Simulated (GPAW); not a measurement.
CuO:

```xyz
2
Lattice="2.8363 0.0000 0.0000 -1.4182 2.4563 0.0000 0.0000 0.0000 2.7681" Properties=species:S:1:pos:R:3 pbc="T T T"
Cu    0.0000    0.0000    0.0000
O     1.4182    0.8188    1.3841
```

Measurements of this composition are mostly on another form, of space group No. 15.

| Quantity | Value |
| --- | --- |
| Program | GPAW 26.7.0 |
| Task | relaxation of cell and atoms |
| Functional | PBEsol |
| Dispersion | D4 |
| Potentials or basis | PAW data sets generated in the run's folder for this functional |
| Cutoff | 800 eV |
| Basis | pw |
| k mesh | 8 × 8 × 7 |
| Occupations | fermi-dirac, width 0.05 eV |
| Spin | no spin polarisation |

At the start: pressure -10.1 GPa; volume 9.64 Å³/atom.

Q: How do energy, volume and symmetry change on relaxing?

A: Over 8 steps the energy falls by 21.6 meV/atom and the volume is 9.18 Å³/atom (-4.8 %); space group P-6m2 (No. 187, to 0.05 Å).

The path:
| step | energy change (eV) | largest force (eV/Å) | pressure (GPa) | volume (Å³) |
| --- | --- | --- | --- | --- |
| 1 | 0.0000 | 0.0000 | -10.10 | 19.29 |
| 2 | -0.0166 | 0.0000 | -7.86 | 19.04 |
| 3 | -0.0395 | 0.0000 | 1.65 | 18.16 |
| 4 | -0.0406 | 0.0000 | 0.77 | 18.24 |
| 5 | -0.0418 | 0.0000 | -0.07 | 18.32 |
| 6 | -0.0430 | 0.0000 | -0.54 | 18.39 |
| 7 | -0.0433 | 0.0000 | -0.30 | 18.38 |
| 8 | -0.0432 | 0.0000 | -0.06 | 18.36 |

Final structure:
```xyz
2
Lattice="2.8255 0.0000 0.0000 -1.4128 2.4470 0.0000 0.0000 0.0000 2.6553" Properties=species:S:1:pos:R:3 pbc="T T T"
Cu    0.0000    0.0000    0.0000
O     1.4128    0.8157    1.3277
```

Caveat: with this Cu data set, volumes or pressures lay over 1.5 % or 2 GPa off other programs in two to four cells of ten; later steps reuse the first step's grids; an odd number of electrons without spin polarisation forces a metal; a magnetic or distorted state may lie lower; the run has no spin polarisation, though such a crystal can be magnetic; pairwise dispersion overbinds metals, which lowers pressure and volume.
